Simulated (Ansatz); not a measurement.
# Band gap of Si3N4 (I-43d) from density functionals to GW

Aim: the gap of Si3N4 (I-43d) at several levels of theory on one structure, with the time that each takes.

Calculated with Ansatz 0.2.0; density functionals, hybrids and G0W0, plane waves, PAW.

This is a report of a sequence of runs, with most program output left out.

In doubt: masses and optical values from hybrid runs of this build are listed as unsure (step 9), which bears on the screening that GW takes from such a start.

**1. Starting point**

The structure is cubic, space group I-43d (No. 220). The conventional cell has a = 6.475 Å, b = 6.475 Å, c = 6.475 Å, α = 90.00°, β = 90.00°, γ = 90.00°. Si has 4 N at 1.75 Å nearest. Nearest to N lie 3 Si at 1.75 Å. Farther neighbours and most contacts between anions are not listed.

Structure file:

```cif
data_structure
_symmetry_space_group_name_H-M 'P 1'
_symmetry_Int_Tables_number 1
_cell_length_a 5.6073
_cell_length_b 5.6073
_cell_length_c 5.6073
_cell_angle_alpha 109.471
_cell_angle_beta 109.471
_cell_angle_gamma 109.471
_cell_volume 135.72
loop_
_atom_site_label
_atom_site_type_symbol
_atom_site_fract_x
_atom_site_fract_y
_atom_site_fract_z
_atom_site_occupancy
Si1 Si 0.25000 0.12500 0.87500 1
Si2 Si 0.87500 0.25000 0.12500 1
Si3 Si 0.75000 0.37500 0.62500 1
Si4 Si 0.62500 0.75000 0.37500 1
Si5 Si 0.12500 0.87500 0.25000 1
Si6 Si 0.37500 0.62500 0.75000 1
N7 N 0.56280 0.56280 0.56280 1
N8 N 0.43720 0.50000 0.00000 1
N9 N 0.50000 0.00000 0.93720 1
N10 N 0.00000 0.43720 0.50000 1
N11 N 0.93720 0.50000 0.00000 1
N12 N 0.06280 0.06280 0.06280 1
N13 N 0.00000 0.93720 0.50000 1
N14 N 0.50000 0.00000 0.43720 1
```

The cell and positions come from the Crystallography Open Database and are kept as given unless a step says otherwise. This is not the form that Si3N4 usually takes at ambient conditions. The default PAW set here is soft_2. Its files were made with PBE.

**2. LDA on the 6×6×6 mesh**

This step: DFT, LDA, plane waves, PAW.

The input, input.yaml:

```yaml
crystal:
  lattice:
    - [-3.23735, 3.23735, 3.23735]
    - [3.23735, -3.23735, 3.23735]
    - [3.23735, 3.23735, -3.23735]
  atoms:
    - { symbol: Si, position: [0.25, 0.125, 0.875] }
    - { symbol: Si, position: [0.875, 0.25, 0.125] }
    - { symbol: Si, position: [0.75, 0.375, 0.625] }
    - { symbol: Si, position: [0.625, 0.75, 0.375] }
    - { symbol: Si, position: [0.125, 0.875, 0.25] }
    - { symbol: Si, position: [0.375, 0.625, 0.75] }
    - { symbol: "N", position: [0.5628, 0.5628, 0.5628] }
    - { symbol: "N", position: [0.4372, 0.5, 0.0] }
    - { symbol: "N", position: [0.5, 0.0, 0.9372] }
    - { symbol: "N", position: [0.0, 0.4372, 0.5] }
    - { symbol: "N", position: [0.9372, 0.5, 0.0] }
    - { symbol: "N", position: [0.0628, 0.0628, 0.0628] }
    - { symbol: "N", position: [0.0, 0.9372, 0.5] }
    - { symbol: "N", position: [0.5, 0.0, 0.4372] }
kpoints:
  mp_grid: { grid: [6, 6, 6] }
  band_path:
    path:
      - [0.0, 0.0, 0.0]
      - [0.5, -0.5, 0.5]
      - [0.0, 0.0, 0.5]
      - [0.25, 0.25, 0.25]
      - [0.0, 0.3333333333, 0.3333333333]
      - [0.15, -0.15, 0.15]
      - [0.0, 0.0, 0.2]
    npoints: 1
hamiltonian:
  xc: lda
scf:
  occupations: { method: fixed }
  n_extra_bands: 8
output:
  forces: true
  stress: true
  eigenvalues: true
```

The run is started by

```console
$ ansatz run input.yaml --threads 3 --pin off --max-ram 64512MiB --backend cuda --events-out ev --progress --plain --runs-dir out --devices 1 --max-vram 24GiB  # rebuilt from the run's record
```

The job ended after 3.3 s (1 × NVIDIA H100 80GB HBM3 (shared by 3 runs) with 3 threads of AMD EPYC 7R13 (Zen 3), shared host; peak memory 0.99 GiB; 5.3 s of CPU time).

This step gave:

```yaml
pressure: -7.654 GPa
gap: 3.918 eV
valence_top_at: k = (0.000, 0.333, 0.333)
conduction_bottom_at: k = (0.150, -0.150, 0.150)
least_direct_gap: 4.095 eV
```

Over mesh and listed points the gap is 3.918 eV, from k = (0.000, 0.333, 0.333) to k = (0.150, -0.150, 0.150). The least direct gap found is 4.095 eV, at k = (0.000, 0.000, 0.200). On the 6×6×6 mesh alone the same run gives 3.930 eV, so that mesh misses an edge of LDA: 3.930 − 3.918 = +0.012 eV. The pressure in this cell is -8 GPa; the cell is kept.

**3. PBE on the 6×6×6 mesh**

Levels along a band path and on the mesh show where this functional puts the band edges.

This step: DFT, PBE, plane waves, PAW.

input.yaml: that of step 2 with these lines changed.

```diff
@@ -24,14 +24,9 @@
     path:
-      - [0.0, 0.0, 0.0]
-      - [0.5, -0.5, 0.5]
-      - [0.0, 0.0, 0.5]
-      - [0.25, 0.25, 0.25]
-      - [0.0, 0.3333333333, 0.3333333333]
-      - [0.15, -0.15, 0.15]
-      - [0.0, 0.0, 0.2]
-    npoints: 1
+      - [[0.0, 0.0, 0.0], [0.5, -0.5, 0.5], [-6.440960319921e-18, 6.440960319921e-18, 0.5], [0.0, 0.0, 0.0], [0.25, 0.25, 0.25], [0.5, -0.5, 0.5]]
+      - [[0.25, 0.25, 0.25], [-6.440960319921e-18, 6.440960319921e-18, 0.5]]
+    npoints: 10
 hamiltonian:
-  xc: lda
+  xc: pbe
 scf:
-  occupations: { method: fixed }
+  occupations: { method: fermi_dirac, width: 0.02 }
   n_extra_bands: 8
@@ -41 +36,5 @@
   eigenvalues: true
+  write_density: true
+  write_potential: true
+  elf: true
+  volumetric_format: npy
```

Run time: 5.7 s. Hardware: 1 × NVIDIA H100 80GB HBM3 (shared by 3 runs) with 3 threads; peak memory 1 GiB; 11 s of CPU time.

This step gave:

```yaml
pressure: 1.941 GPa
filled_bands: 32
gap: 4.062 eV
valence_top_at: k = (0.000, 0.333, 0.333)
conduction_bottom_at: k = (0.150, -0.150, 0.150)
least_direct_gap: 4.243 eV
```

Over mesh and path the gap is 4.062 eV, from k = (0.000, 0.333, 0.333) to k = (0.150, -0.150, 0.150). The least direct gap found is 4.243 eV, at k = (0.000, 0.000, 0.200). On the 6×6×6 mesh alone the same run gives 4.074 eV, so that mesh misses an edge of PBE: 4.074 − 4.062 = +0.012 eV. PBE against LDA: 4.062 − 3.918 = +0.144 eV, with the same mesh, files and cutoff, and both edges at the same k points.

**4. r2SCAN on the 6×6×6 mesh**

r2SCAN is a meta-GGA: it depends on the kinetic-energy density as well as on the density and its gradient.

This step: DFT, r2SCAN, plane waves, PAW.

input.yaml: that of step 3 with these lines changed.

```diff
@@ -24,9 +24,14 @@
     path:
-      - [[0.0, 0.0, 0.0], [0.5, -0.5, 0.5], [-6.440960319921e-18, 6.440960319921e-18, 0.5], [0.0, 0.0, 0.0], [0.25, 0.25, 0.25], [0.5, -0.5, 0.5]]
-      - [[0.25, 0.25, 0.25], [-6.440960319921e-18, 6.440960319921e-18, 0.5]]
-    npoints: 10
+      - [0.0, 0.0, 0.0]
+      - [0.5, -0.5, 0.5]
+      - [0.0, 0.0, 0.5]
+      - [0.25, 0.25, 0.25]
+      - [0.0, 0.3333333333, 0.3333333333]
+      - [0.15, -0.15, 0.15]
+      - [0.0, 0.0, 0.2]
+    npoints: 1
 hamiltonian:
-  xc: pbe
+  xc: r2scan
 scf:
-  occupations: { method: fermi_dirac, width: 0.02 }
+  occupations: { method: fixed }
   n_extra_bands: 8
```

It took 5.1 s on 1 × NVIDIA H100 80GB HBM3 (shared by 3 runs) with 3 threads; peak memory 1.3 GiB.

This step gave:

```yaml
pressure: -4.053 GPa
gap: 4.674 eV
valence_top_at: k = (0.000, 0.333, 0.333)
conduction_bottom_at: k = (0.150, -0.150, 0.150)
least_direct_gap: 4.857 eV
```

Over mesh and listed points the gap is 4.674 eV, from k = (0.000, 0.333, 0.333) to k = (0.150, -0.150, 0.150). The least direct gap found is 4.857 eV, at k = (0.000, 0.000, 0.200). On the 6×6×6 mesh alone the same run gives 4.687 eV, so that mesh misses an edge of r2SCAN: 4.687 − 4.674 = +0.013 eV. The pressure in this cell is -4 GPa; the cell is kept. r2SCAN against PBE: 4.674 − 4.062 = +0.612 eV. The runs also differ in plane-wave cutoff (420 eV and 500 eV), so how much of this comes from the functional alone is not known.

**5. HSE06 on the 4×4×4 mesh**

HSE06 mixes in a quarter of exact exchange at short range.

This step: DFT, HSE06, plane waves, PAW.

input.yaml: that of step 4 with these lines changed.

```diff
@@ -21,3 +21,3 @@
 kpoints:
-  mp_grid: { grid: [6, 6, 6] }
+  mp_grid: { grid: [4, 4, 4] }
   band_path:
@@ -33,3 +33,3 @@
 hamiltonian:
-  xc: r2scan
+  xc: hse06
 scf:
@@ -41,5 +41 @@
   eigenvalues: true
-  write_density: true
-  write_potential: true
-  elf: true
-  volumetric_format: npy
```

Elapsed: 29 s, on 1 × NVIDIA H100 80GB HBM3 (shared by 3 runs) with 3 threads; peak memory 2.1 GiB; 68 s of CPU time.

Numbers from this step:

| Quantity | Value |
| --- | --- |
| gap | 5.475 eV |
| valence top at | k = (0.000, 0.333, 0.333) |
| conduction bottom at | k = (0.150, -0.150, 0.150) |
| least direct gap | 5.660 eV |
| exact-exchange fraction | 0.25 |

Over mesh and listed points the gap is 5.475 eV, from k = (0.000, 0.333, 0.333) to k = (0.150, -0.150, 0.150). The least direct gap found is 5.660 eV, at k = (0.000, 0.000, 0.200). On the 4×4×4 mesh alone the same run gives 5.508 eV, so that mesh misses an edge of HSE06: 5.508 − 5.475 = +0.033 eV. HSE06 against PBE: 5.475 − 4.062 = +1.413 eV. The runs also differ in mesh (6×6×6 and 4×4×4), so how much of this comes from the functional alone is not known. The program's warnings for this run: stress exchange threshold loose; stress scf threshold loose.

**6. PBE0 on the 4×4×4 mesh**

PBE0 mixes in a quarter of exact exchange at all distances.

This step: DFT, PBE0, plane waves, PAW.

input.yaml: that of step 5 with these lines changed.

```diff
@@ -33,3 +33,3 @@
 hamiltonian:
-  xc: hse06
+  xc: pbe0
 scf:
@@ -41 +41,5 @@
   eigenvalues: true
+  write_density: true
+  write_potential: true
+  elf: true
+  volumetric_format: npy
```

It took 33 s on 1 × NVIDIA H100 80GB HBM3 (shared by 3 runs) with 3 threads; peak memory 2.1 GiB.

Numbers from this step:

| Item | Value |
| --- | --- |
| gap | 6.233 eV |
| valence top at | k = (0.000, 0.333, 0.333) |
| conduction bottom at | k = (0.150, -0.150, 0.150) |
| least direct gap | 6.420 eV |
| exact-exchange fraction | 0.25 |

Over mesh and listed points the gap is 6.233 eV, from k = (0.000, 0.333, 0.333) to k = (0.150, -0.150, 0.150). The least direct gap found is 6.420 eV, at k = (0.000, 0.000, 0.200). On the 4×4×4 mesh alone the same run gives 6.266 eV, so that mesh misses an edge of PBE0: 6.266 − 6.233 = +0.033 eV. PBE0 against HSE06: 6.233 − 5.475 = +0.758 eV, with the same mesh, files and cutoff, and both edges at the same k points. The program's warnings for this run: stress exchange threshold loose; stress scf threshold loose.

**7. DDH-PBE0 on the 4×4×4 mesh**

The input asks for a share of exact exchange of one over the crystal's ε∞, which the program works out first.

This step: DFT, dielectric-dependent PBE0 (fraction 1/eps_inf of PBE), plane waves, PAW.

input.yaml: that of step 6 with these lines changed.

```diff
@@ -20,2 +20,3 @@
     - { symbol: "N", position: [0.5, 0.0, 0.4372] }
+  host: atoms
 kpoints:
@@ -33,3 +34,6 @@
 hamiltonian:
-  xc: pbe0
+  xc:
+    exchange: pbe
+    correlation: pbe
+    exx: { coeff: inverse_dielectric }
 scf:
```

The job ended after 38 s (1 × NVIDIA H100 80GB HBM3 (shared by 3 runs) with 3 threads; peak memory 2.2 GiB).

Numbers from this step:

| Quantity | Value |
| --- | --- |
| gap | 5.908 eV |
| valence top at | k = (0.000, 0.333, 0.333) |
| conduction bottom at | k = (0.150, -0.150, 0.150) |
| least direct gap | 6.094 eV |
| exact-exchange fraction | 0.2131 |

Over mesh and listed points the gap is 5.908 eV, from k = (0.000, 0.333, 0.333) to k = (0.150, -0.150, 0.150). The least direct gap found is 6.094 eV, at k = (0.000, 0.000, 0.200). On the 4×4×4 mesh alone the same run gives 5.946 eV, so that mesh misses an edge of DDH-PBE0: 5.946 − 5.908 = +0.038 eV. DDH-PBE0 against PBE0: 5.908 − 6.233 = −0.325 eV, with the same mesh, files and cutoff, and both edges at the same k points. The program's warnings for this run: stress exchange threshold loose; stress scf threshold loose.

**8. G0W0@PBE, 4×4×4 mesh, 566 empty bands, screening to 150 eV**

G0W0 replaces the xc potential by a self-energy built once from the orbitals of the start. Levels are corrected in the window of bands that the input names, at points of the mesh.

This step: G0W0 on PBE, plane waves, PAW.

input.yaml: that of step 7 with these lines changed.

```diff
@@ -20,30 +20,13 @@
     - { symbol: "N", position: [0.5, 0.0, 0.4372] }
-  host: atoms
 kpoints:
   mp_grid: { grid: [4, 4, 4] }
-  band_path:
-    path:
-      - [0.0, 0.0, 0.0]
-      - [0.5, -0.5, 0.5]
-      - [0.0, 0.0, 0.5]
-      - [0.25, 0.25, 0.25]
-      - [0.0, 0.3333333333, 0.3333333333]
-      - [0.15, -0.15, 0.15]
-      - [0.0, 0.0, 0.2]
-    npoints: 1
 hamiltonian:
-  xc:
-    exchange: pbe
-    correlation: pbe
-    exx: { coeff: inverse_dielectric }
+  xc: pbe
 scf:
   occupations: { method: fixed }
-  n_extra_bands: 8
-output:
-  forces: true
-  stress: true
-  eigenvalues: true
-  write_density: true
-  write_potential: true
-  elf: true
-  volumetric_format: npy
+gw:
+  n_empty_bands: 566
+  ecut_chi: 150.0
+  qp_bands: [v4, c4]
+  qp_kpoints: band_edges
+  screening: { model: contour_deformation }
```

Run time: 23 s. Hardware: 1 × NVIDIA H100 80GB HBM3 (shared by 3 runs) with 3 threads; peak memory 2.3 GiB; 45 s of CPU time.

Numbers from this step:

| Property | Result |
| --- | --- |
| bands summed | 598 |
| RPA ε∞ on this mesh (eigenvalues) | 4.435, 4.435, 4.435 |
| plane waves in the screening matrix | 555 |
| G0W0 gap over the corrected points | 5.573 eV |
| k of the valence top | 0, 0, -0.5 |
| k of the conduction bottom | 0.25, 0.25, -0.25 |
| starting gap on the mesh | 4.126 eV |
| Z at the valence top | 0.7869 |
| Z at the conduction bottom | 0.8349 |
| least direct G0W0 gap over the corrected points | 5.822 eV |

Over all 8 irreducible mesh points the G0W0 gap is 5.573 eV, from k = (0.000, 0.000, -0.500) to k = (0.250, 0.250, -0.250). The PBE gap of this run on the mesh is 4.126 eV. The two states that bound the G0W0 gap lie that far apart at the start, so the correction of the gap is 5.573 − 4.126 = +1.447 eV.

**9. G0W0@HSE06, 4×4×4 mesh, 566 empty bands, screening to 150 eV**

This step: G0W0 on HSE06, plane waves, PAW.

input.yaml: that of step 8 with these lines changed.

```diff
@@ -23,3 +23,3 @@
 hamiltonian:
-  xc: pbe
+  xc: hse06
 scf:
```

Run time: 65 s. Hardware: 1 × NVIDIA H100 80GB HBM3 (shared by 3 runs) with 3 threads; peak memory 2.3 GiB.

This step gave:

* bands summed: 598
* RPA ε∞ on this mesh (eigenvalues): 3.759, 3.759, 3.759
* plane waves in the screening matrix: 555
* G0W0 gap over the corrected points: 6.176 eV
* k of the valence top: 0, 0, -0.5
* k of the conduction bottom: 0.25, 0.25, -0.25
* starting gap on the mesh: 5.508 eV
* Z at the valence top: 0.8132
* Z at the conduction bottom: 0.8554
* least direct G0W0 gap over the corrected points: 6.426 eV

Over all 8 irreducible mesh points the G0W0 gap is 6.176 eV, from k = (0.000, 0.000, -0.500) to k = (0.250, 0.250, -0.250). The HSE06 gap of this run on the mesh is 5.508 eV. The two states that bound the G0W0 gap lie that far apart at the start, so the correction of the gap is 6.176 − 5.508 = +0.668 eV. G0W0@HSE06 against G0W0@PBE with 598 bands: 6.176 − 5.573 = +0.603 eV, with the same mesh, files and cutoffs, and both edges at the same k points.

(Continued in part 2 of 2.)

[Paths, hosts, dates, memory and timing lines, banners, echoed tables and standing remarks are left out of the program output.]

[Logs are printed without paths, hosts, clocks, repeated set-up lines and the standing remarks that a program may print on its own settings, such as how far it seeks lower states.]

[Runs of the session that timed out or met a known fault of the program may be left out.]

[Cells called generated may have been cut or substituted from an entry of the Crystallography Open Database or the Materials Project.]

[Hosts, paths, dates, database ids (printed as entryN), source tags and the programs' standing remarks are cut or masked in the printed files.]

[Where an RPA ε∞ is given, it is that of the G0W0 mesh and is not shown converged in it. Names of k-points follow the symmetry that the program found, which can be lower than the space group named. Band edges on a path are those of the sampled points; other points can move an edge, and change direct to indirect where valleys lie close.]

[Hybrid gaps are those of their k-mesh and are not shown converged in it.]
